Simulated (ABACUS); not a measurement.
# P in ABACUS: the effect of dispersion

Crystal: P.

```
CELL_PARAMETERS angstrom
1.68006 -5.57222 0.00000
1.68006 5.57222 0.00000
0.00000 0.00000 4.63275
ATOMIC_POSITIONS crystal
P 0.90414 0.09586 0.58882
P 0.09586 0.90414 0.41118
P 0.59586 0.40414 0.08882
P 0.40414 0.59586 0.91118
```

The cell isn't the ideal one: volume scaled by 1.06.

Alike in all runs:

* Program: ABACUS 3.10.1
* Task: equation of state
* Functional: PBEsol
* Potentials or basis: PseudoDojo NC SR 0.4.1 PBE standard
* Cutoff: 1361 eV
* Density cutoff: 5442 eV
* Basis: DZP LCAO (the cutoffs set its grid)
* k mesh: 6 × 6 × 4
* Occupations: fermi-dirac, width 0.05 eV
* Spin: no spin polarisation

```tsv
dispersion	pressure (GPa)	largest force (eV/Å)
none	-2.1	0.33
D3	?	?
D3(BJ)	-4.0	0.32
D3(BJ)+ABC	-3.8	0.32
```

What does the run with dispersion D3 give?

Pressure -2.8 GPa; largest force 0.31 eV/Å.

Caveats: the atomic orbitals were generated for these runs and aren't a published set; the potentials were made for another functional, which shifts forces and pressure; the basis of atomic orbitals isn't converged, which shifts pressures, moduli and gaps.
